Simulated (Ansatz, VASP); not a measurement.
One calculation of Si, two programs

```
CELL_PARAMETERS angstrom
0.00000 2.66653 2.66653
2.66653 0.00000 2.66653
2.66653 2.66653 0.00000
ATOMIC_POSITIONS crystal
Si 0.75000 0.75000 0.75000
Si 0.50000 0.50000 0.50000
```

Alike in both runs: task single point; functional r2SCAN; k mesh 10 × 10 × 10; occupations gaussian, width 0.02 eV; no spin polarisation.

|  | VASP | Ansatz |
| --- | --- | --- |
| version | VASP 6.6.1 | Ansatz 0.2.0 |
| potentials or method | VASP PAW PBE potentials, release 64 (Si) | scalar-relativistic, plane waves, PAW |
| plane-wave cutoff (eV) | 520 | 500 |
| valence electrons in the cell | 8 | 8 |

|  | VASP | Ansatz | Ansatz less VASP |
| --- | --- | --- | --- |
| gap on the k mesh at the Fermi level (eV) | 0.69 | 0.67 | -0.017 |
| least direct gap on the mesh (eV) | 2.78 | 2.76 | -0.019 |
| pressure (GPa) | 6.6 | 6.8 | +0.26 |

Caveats: the PAW data sets were made with another functional, which shifts forces and pressure a little (VASP). A k mesh can miss the band edges. r2SCAN opens gaps a little over a GGA but as a rule still falls short of measured ones.
